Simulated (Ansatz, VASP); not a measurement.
## CdSe (Cadmoselite): VASP beside Ansatz

One calculation is typed for both programs; each brings its own data sets and cutoff. How far apart do they land? The cell is taken from a series of VASP runs on this material, whose earlier steps may have relaxed, scaled or displaced it; both programs get it as it stands.

Method: plane waves, with VASP 6.6.1 beside it; relaxation of cell and atoms at PBE with D3(BJ), in Ansatz 0.2.0.

## Step 1: The starting structure

The structure is hexagonal, space group P6_3mc (No. 186). The conventional cell has a = 4.320 Å, b = 4.320 Å, c = 7.055 Å, α = 90.00°, β = 90.00°, γ = 120.00°. Cd has 4 Se at 2.64 to 2.65 Å nearest. Nearest to Se lie 4 Cd at 2.64 to 2.65 Å. Farther neighbours and most contacts between anions are not listed.

## Step 2: VASP: relaxation of cell and atoms, PBE with D3(BJ)

The relaxed volume is the usual yardstick between codes: its relative difference is about their pressure difference at one cell divided by the bulk modulus.

Lines of VASP's logs that name or quote its potential files are left out, and so is its time.

File INCAR:

```
SYSTEM = CdSe
PREC = Accurate
ENCUT = 400
EDIFF = 1E-06
NELM = 100
ISMEAR = 0
SIGMA = 0.05
LREAL = .FALSE.
ALGO = Normal
GGA = PE
IVDW = 12
NBANDS = 24
LORBIT = 11
LWAVE = .FALSE.
LCHARG = .FALSE.
KPAR = 4
IBRION = 2
NSW = 60
ISIF = 3
EDIFFG = -0.01
```

File POSCAR:

```
CdSe
1.0
    4.3202552072      0.0000000000      0.0000000000
   -2.1601276036      3.7414507603      0.0000000000
    0.0000000000      0.0000000000      7.0548154765
Cd Se
2 2
Direct
    0.3333333333      0.6666666667      0.0007434535
    0.6666666667      0.3333333333      0.5007434535
    0.3333333333      0.6666666667      0.3760465465
    0.6666666667      0.3333333333      0.8760465465
```

File KPOINTS:

```
Automatic mesh
0
Gamma
6 6 3
0 0 0
```

The projector-augmented-wave data sets are Cd and Se (PBE family, release 64).

The run is started by

```sh
$ mpirun -np 4 vasp_std
```

Numbers of over 12 decimals in the logs are rounded to 6 here.

The program printed:

```text
[banner, memory and clock lines left out]
running    4 mpi-ranks, on    1 nodes
 distrk:  each k-point on    1 cores,    4 groups
 distr:  one band on    1 cores,    1 groups

 POSCAR found type information on POSCAR CdSe
 POSCAR found :  2 types and       4 ions
 LDA part: xc-table for (Slater+PW92), standard interpolation
 POSCAR, INCAR and KPOINTS ok, starting setup
 FFT: planning ... GRIDC
 FFT: planning ... GRID_SOFT
 FFT: planning ... GRID
 WAVECAR not read
 entering main loop
       N       E                     dE             d eps       ncg     rms          rms(c)
DAV:   1     0.208616016444E+03    0.20862E+03   -0.14990E+04   672   0.110E+03
DAV:   2    -0.181660045936E+01   -0.21043E+03   -0.20535E+03   776   0.299E+02
DAV:   3    -0.116339707080E+02   -0.98174E+01   -0.97946E+01   824   0.669E+01
DAV:   4    -0.117014725152E+02   -0.67502E-01   -0.67490E-01   760   0.525E+00
DAV:   5    -0.117019993685E+02   -0.52685E-03   -0.52682E-03   840   0.425E-01    0.862E+00
DAV:   6    -0.109769343554E+02    0.72507E+00   -0.14705E+00   824   0.117E+01    0.680E+00
DAV:   7    -0.109428044829E+02    0.34130E-01   -0.57238E-01   784   0.395E+00    0.258E+00
DAV:   8    -0.109410022805E+02    0.18022E-02   -0.59634E-02   712   0.253E+00    0.375E-01
DAV:   9    -0.109410296165E+02   -0.27336E-04   -0.80541E-03   800   0.107E+00    0.108E-01
DAV:  10    -0.109411805856E+02   -0.15097E-03   -0.90982E-04   728   0.337E-01    0.732E-02
DAV:  11    -0.109412751814E+02   -0.94596E-04   -0.21309E-04   720   0.889E-02    0.210E-02
DAV:  12    -0.109412670855E+02    0.80959E-05   -0.65933E-05   880   0.860E-02    0.927E-03
DAV:  13    -0.109412686697E+02   -0.15842E-05   -0.12770E-05   720   0.325E-02    0.518E-03
DAV:  14    -0.109412687950E+02   -0.12525E-06   -0.90321E-07   560   0.511E-03
   1 F= -.12196646E+02 E0= -.12196646E+02  d E =-.121966E+02
 curvature:   0.00 expect dE= 0.000E+00 dE for cont linesearch  0.000E+00
 trial: gam= 0.00000 g(F)=  0.260E-05 g(S)=  0.278E-04 ort = 0.000E+00 (trialstep = 0.100E+01)
 search vector abs. value=  0.304E-04
 bond charge predicted
       N       E                     dE             d eps       ncg     rms          rms(c)
DAV:   1    -0.109421409712E+02   -0.87230E-03   -0.57593E-03   688   0.595E-01    0.841E-02
DAV:   2    -0.109420295233E+02    0.11145E-03   -0.32064E-04   792   0.200E-01    0.331E-02
DAV:   3    -0.109420065362E+02    0.22987E-04   -0.35147E-05   792   0.451E-02    0.243E-02
DAV:   4    -0.109419985032E+02    0.80330E-05   -0.98392E-06   808   0.239E-02    0.442E-03
DAV:   5    -0.109419980841E+02    0.41916E-06   -0.16646E-06   400   0.134E-02
   2 F= -.12196661E+02 E0= -.12196661E+02  d E =-.150919E-04
 trial-energy change:   -0.000015  1 .order   -0.000013   -0.000030    0.000005
 step:   0.8699(harm=  0.8699)  dis= 0.00015  next Energy=   -12.196659 (dE=-0.132E-04)
 reached required accuracy - stopping structural energy minimisation
```

Parts of OUTCAR (step 2):

```text
ion  position               nearest neighbor table
   1  0.333  0.667  0.001-   4 2.64   4 2.64   4 2.64   3 2.65
   2  0.667  0.333  0.501-   3 2.64   3 2.64   3 2.64   4 2.65
   3  0.333  0.667  0.376-   2 2.64   2 2.64   2 2.64   1 2.65
   4  0.667  0.333  0.876-   1 2.64   1 2.64   1 2.64   2 2.65

  LATTYP: Found a hexagonal cell.
 ALAT       =     4.3202552072
 C/A-ratio  =     1.6329626696

 Subroutine GETGRP returns: Found 12 space group operations
 (whereof  6 operations were pure point group operations)

The static configuration has the point symmetry C_3v.
 The point group associated with its full space group is C_6v.

 Found     14 irreducible k-points:

   k-points           NKPTS =     14   k-points in BZ     NKDIM =     14   number of bands    NBANDS=     24

   dimension x,y,z NGX =    28 NGY =   28 NGZ =   48
   dimension x,y,z NGXF=    56 NGYF=   56 NGZF=   96

   ENCUT  =  400.0 eV  29.40 Ry    5.42 a.u.   7.05  7.05 11.50*2*pi/ulx,y,z

   NELECT =      36.0000    total number of electrons

 k-points in reciprocal lattice and weights: Automatic mesh
   0.00000000  0.00000000  0.00000000       0.009
   0.16666667 -0.00000000  0.00000000       0.056
   0.33333333  0.00000000  0.00000000       0.056
   0.50000000  0.00000000  0.00000000       0.028
   0.16666667  0.16666667  0.00000000       0.056
   0.33333333  0.16666667  0.00000000       0.111
   0.33333333  0.33333333  0.00000000       0.019
   0.00000000  0.00000000  0.33333333       0.019
   0.16666667 -0.00000000  0.33333333       0.111
[...]
0.33333333  0.16666667  0.33333333       0.222
   0.33333333  0.33333333  0.33333333       0.037

 Edisp (eV)   -1.25538

 average (electrostatic) potential at core
       1 -40.0628       2 -40.0628       3 -56.5212       4 -56.5212

 E-fermi :   1.0742

 k-point     1 :       0.0000    0.0000    0.0000
  band No.  band energies     occupation
    ...
     14       0.0979      2.00000
     15       0.0979      2.00000
     16       0.7890      2.00000
     17       0.8422      2.00000
     18       0.8422      2.00000
     19       1.4714      0.00000
     20       3.0367      0.00000
     21       6.7003      0.00000
     22       6.7003      0.00000
     23       6.9657      0.00000
    ...

 k-point     2 :       0.1667   -0.0000    0.0000
  band No.  band energies     occupation
    ...
     14      -0.9253      2.00000
     15      -0.5521      2.00000
     16      -0.2141      2.00000
     17       0.5878      2.00000
     18       0.6537      2.00000
     19       2.7902      0.00000
     20       3.9800      0.00000
     21       6.0838      0.00000
     22       7.0568      0.00000
     23       7.0577      0.00000
    ...

 k-point     3 :       0.3333    0.0000    0.0000
  band No.  band energies     occupation
    ...
     14      -2.1691      2.00000
     15      -1.7545      2.00000
     16      -0.7378      2.00000
     17       0.0063      2.00000
     18       0.2818      2.00000
     19       3.7873      0.00000
     20       4.2870      0.00000
     21       5.8894      0.00000
     22       6.6410      0.00000
     23       7.3250      0.00000
    ...

 Edisp (eV)   -1.25466

  Total      -0.00612    -0.00612    -0.00531     0.00000     0.00000     0.00000
  in kB      -0.08593    -0.08593    -0.07458     0.00000     0.00000     0.00000
  external pressure =       -0.08 kB  Pullay stress =        0.00 kB

  energy-cutoff  :      400.00
  volume of cell :      114.09
      direct lattice vectors                 reciprocal lattice vectors
     4.320088414  0.000000000  0.000000000     0.231476744  0.133643160  0.000000000
    -2.160044207  3.741306313  0.000000000     0.000000000  0.267286321  0.000000000
     0.000000000  0.000000000  7.058882939     0.000000000  0.000000000  0.141665474

 POSITION                                       TOTAL-FORCE (eV/Angst)
 -----------------------------------------------------------------------------------
     -0.00000      2.49420      0.00507        -0.000000      0.000000      0.002764
      2.16004      1.24710      3.53451         0.000000     -0.000000      0.002764
     -0.00000      2.49420      2.65465         0.000000      0.000000     -0.002764
      2.16004      1.24710      6.18409        -0.000000     -0.000000     -0.002764
 -----------------------------------------------------------------------------------
    total drift:                               -0.000000      0.000000     -0.000506

  FREE ENERGIE OF THE ION-ELECTRON SYSTEM (eV)
  ---------------------------------------------------
  free  energy   TOTEN  =       -12.1966610759 eV

  energy  without entropy=      -12.1966610759  energy(sigma->0) =      -12.19666108

 reached required accuracy - stopping structural energy minimisation

 total charge
# of ion       s       p       d       tot
------------------------------------------
    1        0.441   0.307   9.552  10.300
    2        0.441   0.307   9.552  10.300
    3        1.443   2.393   0.021   3.857
    4        1.443   2.393   0.021   3.857
--------------------------------------------------
tot          3.770   5.399  19.146  28.314

[... 3 further parts left out ...]
```

CONTCAR:

```
CdSe
   1.00000000000000
     4.3200884141398443    0.0000000000000000    0.0000000000000000
    -2.1600442070699222    3.7413063132727267    0.0000000000000000
     0.0000000000000000    0.0000000000000000    7.0588829386100462
  Cd              Se
     2     2
Direct
     0.3333333332999970    0.6666666667000030    0.0007183512988678
     0.6666666667000030    0.3333333332999970    0.5007183512988678
     0.3333333332999970    0.6666666667000030    0.3760716487011319
     0.6666666667000030    0.3333333332999970    0.8760716487011320
```

## Step 3: Ansatz: relaxation of cell and atoms, PBE with D3(BJ)

Ansatz runs on its default PAW (the set named soft_2) files.

The same cell, functional, mesh and smearing now go to Ansatz, which takes its cutoff from its data sets.

File input.yaml:

```yaml
crystal:
  lattice:
    - [4.3202552072, 0.0, 0.0]
    - [-2.1601276036, 3.7414507603, 0.0]
    - [0.0, 0.0, 7.0548154765]
  atoms:
    - { symbol: Cd, position: [0.3333333333, 0.6666666667, 0.0007434535] }
    - { symbol: Cd, position: [0.6666666667, 0.3333333333, 0.5007434535] }
    - { symbol: Se, position: [0.3333333333, 0.6666666667, 0.3760465465] }
    - { symbol: Se, position: [0.6666666667, 0.3333333333, 0.8760465465] }
hamiltonian:
  xc: pbe
  pseudopotentials: { kind: paw }
  dispersion: d3bj
kpoints:
  mp_grid: { grid: [6, 6, 3] }
scf:
  occupations: { method: gaussian, width: 0.05 }
relax:
  f_tol: 0.01
  max_steps: 60
  cell: { stress_tol: 0.05 }
output:
  forces: true
  stress: true
```

The run is started by

```sh
$ ansatz run input.yaml --threads 4 --pin off --max-ram 9216MiB --backend cpu --events-out ev --progress --plain --runs-dir out
```

The program printed:

```text
Engine: ansatz 0.2.0, aarch64-unknown-linux-gnu
Pseudopotentials: kind: paw
Pseudopotential: Cd, paw, valence charge 20, recommended cutoff 420 eV (normal), Cd.paw.azcp
Pseudopotential: Se, paw, valence charge 16, recommended cutoff 420 eV (normal), Se.paw.azcp
Functional definition: PBE
  parameter kappa = 0.804
  parameter beta = 0.066725
  exchange = pbe_x(kappa = kappa, mu = beta*pi^2/3)
  correlation = pbe_c(beta = beta)
Crystal: 4 atoms, lattice volume = 114.034 Å³
Basis set: ecut = 420 eV, 2249 PW (Γ), exchange–correlation on 60×60×96 points (8 copies of the dense FFT grid, shifted against one another)
Bands: 44, of which v1, the nominal top of the filled ones, is band 36 counted from 1 (35 counted from 0)
Symmetry: 12 space group operations
Space group: P63mc (ITA 186), of the structure as read, at distance tolerance 4.8e-5 Å
k-points: 14 of 108 (time reversal used)
Non-local potential: Cd, projectors of the file, l = 0: 3, l = 1: 2, l = 2: 2, l = 3: 1
Non-local potential: Se, projectors of the file, l = 0: 2, l = 1: 2, l = 2: 3, l = 3: 1
PAW form: soft (Blöchl's): semilocal exchange-correlation on the pseudo side does not see the compensation charge
PAW one-centre angular grid: Cd, 590 points (default); XC on 64 Gauss nodes
PAW one-centre angular grid: Se, 590 points (default); XC on 64 Gauss nodes
Initial density: superposition of atomic densities (neutral atoms: chi_scale 0, normalization atom), corrected by the library's trained network
Initial wavefunctions: pseudopotential atomic-orbital guess
Functional: x = pbe(κ = 0.804, μ = 0.219515), c = pbe(β = 0.066725)
SCF iter   1: F=—  HF=-27450.805246 eV  |F-HF|=—  |Δ(HF+E_count)|=         —  Δρ=8.34e-4  dr2=1.60e-3  ethr=1.77e-3  ⟨swp⟩=6.3  Hψ=2247  notcnv=0  defer=12
preconditioner: auto → Resta (q_TF=auto, 2.527 Å⁻¹)  ε∞=4.0  [insulator: Δε(μ)=0.621 eV  Ē_g=12.086 eV  σ=0.050 eV  W_gap=1.00  n_scr=34 (ndim 8)  ℏωp=20.9 eV  f_vac=0.206  D(μ)=0.00/eV (n_scr^D=0)  ε∞_Penn≈4.0]
SCF iter   2: F=—  HF=-27450.806376 eV  |F-HF|=—  |Δ(HF+E_count)|=   1.13e-3  Δρ=4.84e-4  dr2=4.88e-4  ethr=2.22e-6  ⟨swp⟩=2.0  Hψ=980  notcnv=0  defer=18
SCF iter   3: F=—  HF=-27450.806443 eV  |F-HF|=—  |Δ(HF+E_count)|=   6.74e-5  Δρ=2.22e-4  dr2=4.08e-5  ethr=6.77e-7  ⟨swp⟩=2.0  Hψ=827  notcnv=0  defer=18
SCF iter   4: F=—  HF=-27450.806385 eV  |F-HF|=—  |Δ(HF+E_count)|=   5.83e-5  Δρ=9.65e-5  dr2=1.14e-5  ethr=5.66e-8  ⟨swp⟩=2.4  Hψ=1050  notcnv=0  defer=18
SCF iter   5: F=—  HF=-27450.806400 eV  |F-HF|=—  |Δ(HF+E_count)|=   1.54e-5  Δρ=3.52e-5  dr2=2.16e-6  ethr=1.59e-8  ⟨swp⟩=2.0  Hψ=825  notcnv=0  defer=18
SCF iter   6: F=-27450.806402 eV  HF=-27450.806402 eV  |F-HF|=1.91e-7  |Δ(HF+E_count)|=   1.68e-6  Δρ=9.59e-6  dr2=9.63e-8  ethr=1.39e-10  ⟨swp⟩=3.0  Hψ=2443  notcnv=0
SCF 1 converged in 6 iterations: F = -27450.806402 eV  dr2 = 9.63e-8
  greatest PAW one-centre occupation: 1.000 electrons in one spin orbital (limit 2), on the Cd atom at site 1 (counted from 0), in its partial waves of l = 0
relax step   1: F+E_penalty+E_count = -27450.80640230 eV  Δ(F+E_penalty+E_count) = +0.000e0 eV  max|allowed force component| = 4.257e-3 eV/Å  Δτ_max = 0.0000 Å  P = +0.097 GPa  Ω = 114.034 Å³  (6 SCF iters, dr2 threshold 1.00e-7 eV, accepted)
[...]
relax step   2: F+E_penalty+E_count = -27450.80640664 eV  Δ(F+E_penalty+E_count) = -4.345e-6 eV  max|allowed force component| = 8.301e-4 eV/Å  Δτ_max = 0.0001 Å  P = -0.036 GPa  Ω = 114.338 Å³  energy of the carried Pulay correction = -6.514e-5 eV  (5 SCF iters, dr2 threshold 5.02e-8 eV, accepted)
[...]
relax step   3: F+E_penalty+E_count = -27450.80645528 eV  Δ(F+E_penalty+E_count) = -4.864e-5 eV  max|allowed force component| = 8.298e-4 eV/Å  Δτ_max = 0.0000 Å  P = -0.036 GPa  Ω = 114.338 Å³  stress off target by 3.96e-2 GPa  SCF on the basis re-selected at this cell (its energy is not comparable with the rows above)  (6 SCF iters)
basis re-selected at this cell: Δ(F+E_penalty+E_count) = -4.864e-5 eV, ΔP = -0.000 GPa vs the last step (what re-selecting the basis moved, of the pressure what is left beyond the Pulay correction that the steps carried, after the strain that the cell walked since its last selection, with what the two solves' SCF thresholds leave and, on support functions, any second-order correction that the steps lacked; it is no m [...]
SCF converged after 6 iterations
Free energy (F): -27450.806455 eV
Harris-Foulkes:  -27450.806455 eV  (|F-HF|=2.91e-11)
Internal energy: -27450.806455 eV  (E = F + TS)
E sigma→0 (E₀):  -27450.806455 eV
Fermi energy:    7.569941 eV
--- Per-component energies (eV) ---
  E_band       = -1793.562703
  E_kinetic    = 1247.401531
  E_local      = -12849.907264  (includes V_loc(G=0)·N_el)
  E_nonlocal   = -1124.571778
  E_hartree    = 6107.893193
  E_xc         = -562.019848
  E_vxc        = -639.762980  (∫ρ·V_xc dr)
  E_paw        = -11989.388770  (= ΣΔE_a)
  E_vpaw       = -642.507670  (= ΣTr[D̂ρ^β])
  E_aug_tail   = -0.001153  (compensation charges beyond the density's cutoff)
  E_ewald      = -8278.960485
  E_disp       = -1.251880  (pairwise vdW)
  E_smearing   = -0.000000  (= −TS)
  E_closure    = 0.000000  (closes the sum)
  Σ components = -27450.806455   (vs F -27450.806455, Δ=0.00e0)
--- Forces (eV/Å), atoms counted from 1 ---
  atom   1  Cd    -0.00000000     0.00000000     0.00083018
  atom   2  Cd    -0.00000000    -0.00000000     0.00083018
  atom   3  Se     0.00000000     0.00000000    -0.00082944
  atom   4  Se     0.00000000    -0.00000000    -0.00082944
  max |Σ_I F_I| component: 1.48e-6 eV/Å
--- Stress (GPa, compression-positive) ---
       -0.034638      -0.000000       0.000000
        0.000000      -0.034638      -0.000000
        0.000000      -0.000000      -0.039563
  P = ⅓ Tr σ = -0.0363 GPa (-0.363 kbar)
--- Relaxed structure (2 steps of the walk, 2 accepted, 1 SCFs on fresh bases) ---
  F+E_penalty+E_count = -27450.80645528 eV   max|allowed force component| = 8.298e-4 eV/Å   (the final SCF, on the basis selected at the relaxed cell)
  cell:  # Å, volume = 114.3381 Å³
    - [4.322874, 0, 0]
    - [-2.161437, 3.743719, 0]
    - [0, 0, 7.065050]
  atoms:
    - { symbol: Cd, position: [0.333333, 0.666667, 0.000756199] }
    - { symbol: Cd, position: [0.666667, 0.333333, 0.500756] }
    - { symbol: Se, position: [0.333333, 0.666667, 0.376034] }
    - { symbol: Se, position: [0.666667, 0.333333, 0.876034] }
```

Wall time 5.1 s (4 threads of Arm Neoverse V1, shared host); peak memory 0.42 GiB.

## Step 4: Differences

Known differences besides the potentials themselves: both relaxations stop at a tolerance, which leaves soft axes loose, and VASP keeps its plane-wave basis; the data sets hold 72 valence electrons in Ansatz (default PAW (the set named soft_2) files) and 36 in VASP; the cutoff is 420 eV in Ansatz and 400 eV in VASP; VASP leaves aspherical gradient terms in its spheres out (LASPH is not set), Ansatz keeps them; Ansatz adds a Pulay correction to the stress that steers its cell, VASP none. Total energies have different zeros and are not compared.

Both answers:

```tsv
quantity	Ansatz	VASP	difference
volume (Å³)	114.34	114.09	+0.22 %
edge a after relaxation, in the typed setting (Å)	4.323	4.320	+0.06 %
edge c after relaxation, in the typed setting (Å)	7.065	7.059	+0.09 %
```

The walks stopped with -0.04 GPa left in Ansatz and -0.01 GPa in VASP; each walk ends within a tolerance, so the volume difference is uncertain by about these residues over the bulk modulus, most in soft cells.

## Step 5: Outcome

```
difference in volume (relaxation of cell and atoms, PBE with D3(BJ)) : 0.22 %
```

The difference in volume is 0.22 % (relaxation of cell and atoms, PBE with D3(BJ)), within the 1.2 % picked in this series as the mark of a large difference, as far as the stopping tolerances let one tell. Such differences can come from data sets, numerical settings and the points named under the comparisons, not from the functional's error against experiment.

[Lines on the potential files, build, host, timing and source positions are cut from VASP's logs without a mark.]

[Logs are printed without paths, hosts, clocks, repeated set-up lines and the standing remarks that a program may print on its own settings, such as how far it seeks lower states.]

[Hosts, paths, dates, database ids (printed as entryN), source tags and the programs' standing remarks are cut or masked in the printed files.]
